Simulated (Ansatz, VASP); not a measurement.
## Ga: VASP beside Ansatz

INCAR

```
ALGO = Normal ; EDIFF = 1E-6
ENCUT = 520 ; GGA = PS
ISIF = 2 ; ISMEAR = -1
LASPH = True ; LCHARG = True
LELF = True ; LREAL = False
LVHAR = True ; LWAVE = False
NBANDS = 12 ; NELM = 100
PREC = Accurate ; SIGMA = 0.1
```

KPOINTS

```
k-points
0
Gamma
  15 15 15
```

Contents of POSCAR:

```
Ga
1.0
    2.3396129333      0.0000000000      0.0000000000
    0.0000000000      2.3396129333      0.0000000000
    0.0000000000      0.0000000000      2.3396129333
Ga
1
Direct
    0.0000000000      0.0000000000      0.0000000000
```

Input for Ansatz:

```yaml
crystal:
  lattice:
    - [2.3396129333, 0.0, 0.0]
    - [0.0, 2.3396129333, 0.0]
    - [0.0, 0.0, 2.3396129333]
  atoms:
    - { symbol: Ga, position: [0.0, 0.0, 0.0] }
kpoints:
  mp_grid: { grid: [15, 15, 15] }
scf:
  occupations: { method: fermi_dirac, width: 0.1 }
hamiltonian:
  xc: pbesol
  pseudopotentials: { kind: all_electron, lapw: { basis_error: 0.001 } }
output:
  forces: true
  stress: true
  eigenvalues: true
  populations: true
```

Change from the starting cell: volume scaled by 0.68, LAPW.

Alike in both runs: task single point; functional PBEsol; k mesh 15 × 15 × 15; occupations fermi-dirac, width 0.1 eV; no spin polarisation.

|  | VASP | Ansatz |
| --- | --- | --- |
| version | VASP 6.6.1 | Ansatz 0.2.0 |
| potentials or method | VASP PAW PBE potentials, release 64 (Ga_d) | all-electron LAPW, scalar-relativistic |
| plane-wave cutoff (eV) | 520 | see its input |

Ansatz gave:

| Item | Value |
| --- | --- |
| pressure (GPa) | 56.5 |

Question: Estimate VASP's values.

Answer: Pressure (GPa): 56.8.

Ansatz ran all-electron here, so the differences hold the error of VASP's frozen core and of both bases.

Caveats: so large a pressure means that the cell lies far from this level's equilibrium, or that cutoff or potentials fall short (VASP); the potentials were made for another functional, which shifts forces and pressure (VASP).
